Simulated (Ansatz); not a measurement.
Relaxed bulk SnSe, space group Fm-3m (No. 225):

```
CELL_PARAMETERS angstrom
0.00000 2.97275 2.97275
2.97275 0.00000 2.97275
2.97275 2.97275 0.00000
ATOMIC_POSITIONS crystal
Sn 0.00000 0.00000 0.00000
Se 0.50000 0.50000 0.50000
```

Level of theory: DFT PBEsol, scalar-relativistic, plane waves, PAW (Ansatz 0.2.0). Cutoff 420 eV, k spacing 0.19 to 0.25 Å⁻¹, dipole correction; no spin polarisation.

Slabs with different planes and terminations (top/bottom plane) are cut from it in 1×1 cells and relaxed. Each holds whole formula units counted by Sn and an excess Δn of Se (negative: a deficit); ΔE is its energy over those formula units in the bulk and the excess in the standard state of Se. The formation energy of SnSe is -0.874 eV a formula unit (uncorrected), so Δμ(Se) runs from -0.874 eV to 0 if no other compound intervenes.

| slab | A (Å²) | Δn(Se) | ΔE (eV) |
| --- | --- | --- | --- |
| (111) Sn/Sn, Sn4Se3 | 15.31 | -1.00 | 2.767 |
| (111) Se/Se, Sn4Se5 | 15.31 | +1.00 | 0.248 |

Q: Work out each slab's surface energy at the Se-rich and Se-poor ends.

A: γ = [ΔE − Δn·Δμ(Se)]/(2A) × 16.02 J/m² per eV/Å², the mean of both faces:

```
               slab Se-rich (J/m²) Se-poor (J/m²)
(111) Sn/Sn, Sn4Se3            1.45            0.99
(111) Se/Se, Sn4Se5            0.13            0.59
```

Q: Does the lowest surface change with the conditions?

A: No: among these slabs (111) Se/Se, Sn4Se5 is lowest at both ends, and since each γ is a straight line in Δμ, throughout the range.

Only the planes named were cut, so another facet can lie lower still, here above all (100), as a rule the lowest of a rock salt compound. Reconstructions in larger cells weren't sought.

The reference crystal is the rock-salt form of SnSe, which isn't its usual structure.